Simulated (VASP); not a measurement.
# PbF2 (Immm) in VASP: a series of runs

Runs on PbF2. Level: LDA. Tasks: single point.

Program: VASP 6.6.1. These are calculated values, not measurements. Logs are shortened: lines on timing, memory, paths and dates and some standing lists are left out, and cuts for length are marked.

## 1. The cell of the first run

Symmetry: Immm, No. 71, orthorhombic system. The conventional cell has a = 4.106 Å, b = 4.295 Å, c = 5.940 Å, α = 90.00°, β = 90.00°, γ = 90.00°. Pb (site symmetry mmm) is surrounded by 8 F at 2.53 to 2.61 Å. Around F (site symmetry mm2) lie 4 Pb at 2.53 to 2.61 Å.

## 2. Single point, LDA (strain +0.0450 x Voigt [0, 0, 0, 1, 0, 0], atoms carried along)

INCAR

```
ALGO = Normal
EDIFF = 1E-6
ENCUT = 520
GGA = CA
ISIF = 2
ISMEAR = 0
LASPH = T
LCHARG = T
LELF = T
LREAL = F
LVHAR = T
LWAVE = F
NBANDS = 21
NELM = 100
PREC = Accurate
SIGMA = 0.05
```

KPOINTS

```
k-points
0
Gamma
  8 8 8
```

POSCAR

```
PbF2
1.0
    0.0000000000      3.0366716250      3.0366716250
    2.9698500000      0.0668216250      2.9698500000
    2.9698500000      2.9698500000      0.0668216250
Pb F
1 2
Direct
    0.0000000000      0.0000000000      0.0000000000
    0.2500000000      0.2500000000      0.2500000000
    0.7500000000      0.7500000000      0.7500000000
```

Potentials or basis: VASP PAW LDA potentials, release 64 (Pb_d, F).

Run with:

```console
$ cat potpaw_LDA.64/Pb_d/POTCAR potpaw_LDA.64/F/POTCAR > POTCAR
$ mpirun -np 1 vasp_std > vasp.out
```

OUTCAR:

```text
EDIFF = 1E-6
   ENCUT = 520
   GGA = CA
   ISIF = 2
   ISMEAR = 0
   LASPH = T
   LREAL = F
   NELM = 100
   PREC = Accurate

 ion  position               nearest neighbor table
   1  0.000  0.000  0.000-   3 2.53   2 2.53   2 2.53   3 2.53   3 2.61   3 2.61   2 2.61   2 2.61

   2  0.250  0.250  0.250-   1 2.53   1 2.53   1 2.61   1 2.61
   3  0.750  0.750  0.750-   1 2.53   1 2.53   1 2.61   1 2.61

  LATTYP: Found a body centered orthorhombic cell.
 ALAT       =     4.1055020999
 B/A-ratio  =     1.0460358056
 C/A-ratio  =     1.4467657927

  Lattice vectors:

 A1 = (  -2.9698500000,   2.9698500000,   0.0668216250)
 A2 = (  -2.9698500000,  -2.9698500000,  -0.0668216250)
 A3 = (   2.9698500000,   0.0668216250,   2.9698500000)

Analysis of symmetry for initial positions (statically):
=====================================================================
 Subroutine PRICEL returns:
 Original cell was already a primitive cell.

 Routine SETGRP: Setting up the symmetry group for a
 body centered orthorhombic supercell.

 Subroutine GETGRP returns: Found  8 space group operations
 (whereof  8 operations were pure point group operations)
 out of a pool of  8 trial point group operations.

The static configuration has the point symmetry D_2h.

Analysis of symmetry for dynamics (positions and initial velocities):
=====================================================================
 Subroutine PRICEL returns:
 Original cell was already a primitive cell.

 Routine SETGRP: Setting up the symmetry group for a
 body centered orthorhombic supercell.

 Subroutine GETGRP returns: Found  8 space group operations
 (whereof  8 operations were pure point group operations)
 out of a pool of  8 trial point group operations.

The dynamic configuration has the point symmetry D_2h.

 Subroutine INISYM returns: Found  8 space group operations
 (whereof  8 operations are pure point group operations),
 and found     1 'primitive' translations

----------------------------------------------------------------------------------------

                                     Primitive cell

  volume of cell :      52.3617

  direct lattice vectors                    reciprocal lattice vectors
     0.000000000  3.036671625  3.036671625    -0.168358671  0.164653957  0.164653957
     2.969850000  0.066821625  2.969850000     0.168358671 -0.172233935  0.172233935
     2.969850000  2.969850000  0.066821625     0.168358671  0.172233935 -0.172233935

  length of vectors
     4.294502197  4.200533677  4.200533677     0.287343859  0.296097448  0.296097448

  position of ions in fractional coordinates (direct lattice)
     0.000000000  0.000000000  0.000000000
     0.250000000  0.250000000  0.250000000
     0.750000000  0.750000000  0.750000000

  ion indices of the primitive-cell ions
   primitive index   ion index
                 1           1
                 2           2
                 3           3

----------------------------------------------------------------------------------------

 KPOINTS: k-points

Automatic generation of k-mesh.
 Grid dimensions read from file:
 generate k-points for:    8    8    8

 Generating k-lattice:

  Cartesian coordinates                     Fractional coordinates (reciprocal lattice)
    -0.021044834  0.020581745  0.020581745     0.125000000  0.000000000 -0.000000000
     0.021044834 -0.021529242  0.021529242     0.000000000  0.125000000 -0.000000000
     0.021044834  0.021529242 -0.021529242     0.000000000  0.000000000  0.125000000

  Length of vectors
     0.035917982  0.037012181  0.037012181

  Shift w.r.t. Gamma in fractional coordinates (k-lattice)
     0.000000000  0.000000000  0.000000000

 Subroutine IBZKPT returns following result:
 ===========================================

 Found     95 irreducible k-points:

 Following reciprocal coordinates:
            Coordinates               Weight
  0.000000  0.000000  0.000000      1.000000
  0.125000  0.000000  0.000000      4.000000
  0.250000  0.000000  0.000000      4.000000
  0.375000 -0.000000 -0.000000      4.000000
  0.500000  0.000000  0.000000      2.000000
  0.000000  0.125000  0.000000      4.000000
[... 16 lines left out ...]
  0.125000  0.375000 -0.000000      8.000000
  0.250000  0.375000  0.000000      8.000000
 [... further k-points ...]
   k-points           NKPTS =     95   k-points in BZ     NKDIM =     95   number of bands    NBANDS=     21
   number of dos      NEDOS =    301   number of ions     NIONS =      3
   total plane-waves  NPLWV =  32768
   dimension x,y,z NGX =    32 NGY =   32 NGZ =   32
   dimension x,y,z NGXF=    64 NGYF=   64 NGZF=   64
   ions per type =               1   2
   NGX,Y,Z   is equivalent  to a cutoff of  12.39, 12.66, 12.66 a.u.
   NGXF,Y,Z  is equivalent  to a cutoff of  24.78, 25.33, 25.33 a.u.
 SYSTEM =  unknown system
   PREC   = accura    normal or accurate (medium, high low for compatibility)
   ISTART =      0    job   : 0-new  1-cont  2-samecut
   ICHARG =      2    charge: 1-file 2-atom 10-const
   ISPIN  =      1    spin polarized calculation?
   LNONCOLLINEAR =      F non collinear calculations
   LSORBIT =      F    spin-orbit coupling
   LASPH  =      T    aspherical Exc in radial PAW
   ENCUT  =  520.0 eV  38.22 Ry    6.18 a.u.   7.98  7.81  7.81*2*pi/ulx,y,z
   NELM   =    100;   NELMIN=  2; NELMDL= -5     # of ELM steps
   EDIFF  = 0.1E-05   stopping-criterion for ELM
   LREAL  =      F    real-space projection
   EDIFFG = 0.1E-04   stopping-criterion for IOM
   NSW    =      0    number of steps for IOM
   IBRION =     -1    ionic relax: 0-MD 1-quasi-New 2-CG
   NFREE  =      0    steps in history (QN), initial steepest desc. (CG)
   ISIF   =      2    stress and relaxation
   ISYM   =      2    0-nonsym 1-usesym 2-fastsym
   POTIM  = 0.5000    time-step for ionic-motion
   TEBEG  =    0.0;   TEEND  =   0.0 temperature during run
   PSTRESS=    0.0 pullay stress
   NELECT =      28.0000    total number of electrons
   NUPDOWN=      -1.0000    fix difference up-down
   EMIN   =  10.00;   EMAX   =-10.00  energy-range for DOS
   EFERMI =   0.00;   METHOD = LEGACY
   ISMEAR =     0;   SIGMA  =   0.05  broadening in eV -4-tet -1-fermi 0-gaus
   EFERMI_NEDOS =   21; number of points for ismear=-14 and -15
   IALGO  =     38    algorithm
   IMIX   =      4    mixing-type and parameters
     AMIX     =   0.40;   BMIX     =  1.00
     AMIX_MAG =   1.60;   BMIX_MAG =  1.00
  volume/ion in A,a.u.               =      17.45       117.78
  Fermi-wavevector in a.u.,A,eV,Ry     =   1.328790  2.511049 24.023568  1.765682
  Thomas-Fermi vector in A             =   2.458001
   LORBIT       =      0    0 simple, 1 ext, 2 COOP (PROOUT), +10 PAW based schemes
   GGA     = CA    functional components
   LHFCALC =     F    Hartree Fock is set to
   AEXX    =    0.0000 exact exchange contribution
   IVDW    =     0    specifies the selected vdW correction
   LEPSILON=     F    determine dielectric tensor
   LRPA    =     F    only Hartree local field effects (RPA)
 non-spin polarized calculation
 Gauss-broadening in eV      SIGMA  =   0.05
  energy-cutoff  :      520.00
  volume of cell :       52.36
 maximum number of plane-waves:      1426
   NGX = 15   NGY = 15   NGZ = 15

 number of electron      28.0000007 magnetization

 Free energy of the ion-electron system (eV)
  ---------------------------------------------------
  ext. energy  EPLUGINS =         0.00000000
  ---------------------------------------------------
  free energy    TOTEN  =       -15.89796159 eV

  energy without entropy =      -15.89796159  energy(sigma->0) =      -15.89796159

 E-fermi :   1.7148     XC(G=0): -10.0355

 val. band max:        1.4617793270   @ k =   0.0000   0.5000   0.0000
 cond. band min:       5.6539513522   @ k =   0.5000   0.5000   0.0000
 fundamental gap:      4.1921720253
 Fermi energy:         1.7148445436

 k-point     1 :       0.0000    0.0000    0.0000
  band No.  band energies     occupation
      1     -19.2314      2.00000
      2     -18.5703      2.00000
      3     -12.8982      2.00000
      4     -12.8951      2.00000
      5     -12.8906      2.00000
      6     -12.8242      2.00000
[... 13 lines left out ...]
     20      16.2731      0.00000
     21      18.1874      0.00000

 k-point     2 :       0.1250    0.0000    0.0000
  band No.  band energies     occupation
      1     -19.2004      2.00000
      2     -18.5989      2.00000
      3     -12.8906      2.00000
      4     -12.8845      2.00000
      5     -12.8650      2.00000
      6     -12.8244      2.00000
[... 13 lines left out ...]
     20      15.9500      0.00000
     21      17.8354      0.00000

 k-point     3 :       0.2500    0.0000    0.0000
  band No.  band energies     occupation
      1     -19.1185      2.00000
      2     -18.6729      2.00000
      3     -12.8797      2.00000
      4     -12.8740      2.00000
      5     -12.8226      2.00000
      6     -12.8182      2.00000
[... 13 lines left out ...]
     20      15.4846      0.00000
     21      16.6902      0.00000

 k-point     4 :       0.3750   -0.0000   -0.0000
  band No.  band energies     occupation
      1     -19.0124      2.00000
      2     -18.7695      2.00000
      3     -12.8746      2.00000
      4     -12.8702      2.00000
      5     -12.8149      2.00000
      6     -12.8058      2.00000
[... 13 lines left out ...]
     20      15.2200      0.00000
     21      15.7315      0.00000

 k-point     5 :       0.5000    0.0000    0.0000
  band No.  band energies     occupation
      1     -18.9336      2.00000
      2     -18.8438      2.00000
      3     -12.8741      2.00000
      4     -12.8702      2.00000
      5     -12.8100      2.00000
      6     -12.7991      2.00000
[... 13 lines left out ...]
     20      15.1474      0.00000
     21      15.3659      0.00000

 k-point     6 :       0.0000    0.1250    0.0000
  band No.  band energies     occupation
      1     -19.1976      2.00000
      2     -18.6011      2.00000
      3     -12.8912      2.00000
      4     -12.8866      2.00000
      5     -12.8550      2.00000
      6     -12.8249      2.00000
[... 13 lines left out ...]
     20      15.8395      0.00000
     21      18.1849      0.00000

 k-point     7 :       0.1250    0.1250    0.0000
  band No.  band energies     occupation
      1     -19.1889      2.00000
      2     -18.6087      2.00000
      3     -12.8830      2.00000
      4     -12.8822      2.00000
      5     -12.8540      2.00000
      6     -12.8291      2.00000
[... 13 lines left out ...]
     20      16.3959      0.00000
     21      17.8771      0.00000
[... 291 lines left out ...]
      1     -18.9820      2.00000
      2     -18.7896      2.00000
      3     -12.8493      2.00000
      4     -12.8443      2.00000
      5     -12.8258      2.00000
      6     -12.7745      2.00000
[... 13 lines left out ...]
     20      16.4668      0.00000
     21      18.2291      0.00000

 k-point    21 :      -0.1250    0.2500    0.0000
  band No.  band energies     occupation
      1     -19.0581      2.00000
      2     -18.7244      2.00000
      3     -12.8687      2.00000
      4     -12.8604      2.00000
      5     -12.8225      2.00000
      6     -12.8044      2.00000
[... 13 lines left out ...]
     20      15.6222      0.00000
     21      17.3922      0.00000

 k-point    22 :       0.0000    0.3750    0.0000
  band No.  band energies     occupation
      1     -19.0016      2.00000
      2     -18.7750      2.00000
      3     -12.8757      2.00000
      4     -12.8731      2.00000
      5     -12.8096      2.00000
      6     -12.7971      2.00000
[... 13 lines left out ...]
     20      15.0076      0.00000
     21      15.8064      0.00000

 k-point    23 :       0.1250    0.3750   -0.0000
  band No.  band energies     occupation
      1     -19.0211      2.00000
      2     -18.7558      2.00000
      3     -12.8652      2.00000
      4     -12.8643      2.00000
      5     -12.8195      2.00000
      6     -12.7967      2.00000
[... 13 lines left out ...]
     20      15.8797      0.00000
     21      16.7313      0.00000

 k-point    24 :       0.2500    0.3750    0.0000
  band No.  band energies     occupation
      1     -19.0101      2.00000
      2     -18.7616      2.00000
      3     -12.8540      2.00000
      4     -12.8424      2.00000
      5     -12.8262      2.00000
      6     -12.7961      2.00000
[... 13 lines left out ...]
     20      16.5292      0.00000
     21      17.6986      0.00000

 [... further k-points ...]

------------------------ aborting loop because EDIFF is reached ----------------------------------------

  FORCE on cell =-STRESS in cart. coord.  units (eV):
  Direction    XX          YY          ZZ          XY          YZ          ZX
  --------------------------------------------------------------------------------------
  -------------------------------------------------------------------------------------
  Total       -1.5523548     -1.5530415     -1.5530415      0.0000000     -0.4161335     -0.0000000
  in kB      -47.4993812    -47.5203918    -47.5203918      0.0000000    -12.7329670     -0.0000000
  external PRESSURE =     -47.5133882 kB  Pullay stress =       0.0000000 kB

 VOLUME and BASIS-vectors are now :
 -----------------------------------------------------------------------------
  energy-cutoff  :      520.00
  volume of cell :       52.36
      direct lattice vectors                 reciprocal lattice vectors
     0.000000000  3.036671625  3.036671625    -0.168358671  0.164653957  0.164653957
     2.969850000  0.066821625  2.969850000     0.168358671 -0.172233935  0.172233935
     2.969850000  2.969850000  0.066821625     0.168358671  0.172233935 -0.172233935

 POSITION                                       TOTAL-FORCE (eV/Angst)
 -----------------------------------------------------------------------------------
      0.00000      0.00000      0.00000         0.000000     -0.000000      0.000000
      1.48493      1.51834      1.51834        -0.086260     -0.000000     -0.000000
      4.45477      4.55501      4.55501         0.086260      0.000000      0.000000
 -----------------------------------------------------------------------------------
    total drift:                                0.000000     -0.000000      0.000000

  FREE ENERGIE OF THE ION-ELECTRON SYSTEM (eV)
  ---------------------------------------------------
  free  energy   TOTEN  =       -15.8979615944 eV

  energy  without entropy=      -15.8979615944  energy(sigma->0) =      -15.89796159
```

Run time: 72 s. Hardware: 1 thread of Intel Xeon Platinum 8488C (Sapphire Rapids), shared host; peak memory 0.21 GiB.

Results:

* Free energy: -15.8980 eV
* Pressure: -4.8 GPa
* Largest force: 0.086 eV/Å
* Band gap on the k mesh: 4.19 eV, indirect (least direct gap 4.36 eV)

Forces on the atoms (eV/Å):
```
Pb   0.000  0.000  0.000
F   -0.086  0.000  0.000
F    0.086  0.000  0.000
```

Stress tensor (GPa, compression positive):
```
-4.75  0.00  0.00
 0.00 -4.75 -1.27
 0.00 -1.27 -4.75
```

Levels at points of the mesh, in eV from the valence-band top:
| k point | band 10 | band 11 | band 12 | band 13 | band 14 | band 15 | band 16 | band 17 | band 18 | band 19 |
| --- | --- | --- | --- | --- | --- | --- | --- | --- | --- | --- |
| (0.00, 0.00, 0.00) | -2.48 | -2.46 | -2.07 | -2.00 | -1.92 | 6.24 | 6.55 | 6.85 | 10.22 | 14.79 |
| (0.50, 0.00, 0.00) | -2.74 | -2.66 | -2.16 | -2.15 | -0.08 | 4.68 | 7.36 | 7.71 | 12.83 | 13.28 |
| (0.00, 0.50, 0.00) | -2.77 | -2.69 | -2.18 | -2.17 | 0.00 | 4.92 | 7.22 | 7.57 | 12.74 | 13.08 |
| (0.50, 0.50, 0.00) | -3.61 | -1.57 | -1.57 | -1.56 | -0.17 | 4.19 | 7.68 | 7.71 | 8.53 | 13.87 |
| (0.00, 0.50, 0.50) | -3.57 | -1.59 | -1.57 | -1.54 | -0.18 | 4.20 | 7.43 | 7.96 | 8.53 | 13.89 |

Caveat: spin-orbit coupling is left out, which as a rule narrows the gap of such compounds by several tenths of an eV.

## 3. Single point, LDA (strain -0.0600 x Voigt [0, 0, 0, 1, 0, 0], atoms carried along)

INCAR

```
PREC = Accurate
ENCUT = 520
EDIFF = 1E-7
ISMEAR = 0
SIGMA = 0.05
LREAL = False
LASPH = True
NELM = 100
ALGO = Normal
ISIF = 2
LWAVE = False
LCHARG = False
NBANDS = 21
```

KPOINTS

```
Automatic mesh
0
Gamma
  8 8 8
```

POSCAR

```
PbF2
1.0
    0.0000000000      2.8807545000      2.8807545000
    2.9698500000     -0.0890955000      2.9698500000
    2.9698500000      2.9698500000     -0.0890955000
Pb F
1 2
Direct
    0.0000000000      0.0000000000      0.0000000000
    0.2500000000      0.2500000000      0.2500000000
    0.7500000000      0.7500000000      0.7500000000
```

Potentials or basis: VASP PAW LDA potentials, release 64 (Pb_d, F).

Run with:

```console
$ cat potpaw_LDA.64/Pb_d/POTCAR potpaw_LDA.64/F/POTCAR > POTCAR
$ mpirun -np 1 vasp_std > vasp.out
```

Wall time 98 s (1 thread of Intel Xeon Platinum 8488C (Sapphire Rapids), shared host); peak memory 0.21 GiB.

Results (log left out):

* Free energy: -15.8912 eV
* Pressure: -4.6 GPa
* Largest force: 0.116 eV/Å
* Band gap on the k mesh: 4.17 eV, indirect (least direct gap 4.35 eV)

Forces in eV/Å, atoms in the order of the input:
```
Pb   0.000  0.000  0.000
F    0.116  0.000  0.000
F   -0.116  0.000  0.000
```

Stress tensor (GPa, compression positive):
```
-4.60  0.00  0.00
 0.00 -4.60  1.71
 0.00  1.71 -4.60
```

Levels at points of the mesh, in eV from the valence-band top:
| k point | band 11 | band 12 | band 13 | band 14 | band 15 | band 16 | band 17 | band 18 |
| --- | --- | --- | --- | --- | --- | --- | --- | --- |
| (0.00, 0.00, 0.00) | -2.46 | -2.12 | -2.02 | -1.91 | 6.13 | 6.54 | 6.94 | 10.20 |
| (0.50, 0.00, 0.00) | -2.70 | -2.20 | -2.19 | 0.00 | 4.94 | 7.13 | 7.59 | 12.71 |
| (0.00, 0.50, 0.00) | -2.67 | -2.19 | -2.17 | -0.11 | 4.62 | 7.31 | 7.78 | 12.82 |
| (0.50, 0.50, 0.00) | -1.60 | -1.59 | -1.59 | -0.18 | 4.17 | 7.66 | 7.70 | 8.52 |
| (0.00, 0.50, 0.50) | -1.62 | -1.59 | -1.55 | -0.19 | 4.19 | 7.33 | 8.04 | 8.51 |

Caveat: spin-orbit coupling is left out, which as a rule narrows the gap of such compounds by several tenths of an eV. A k mesh can miss the band edges.
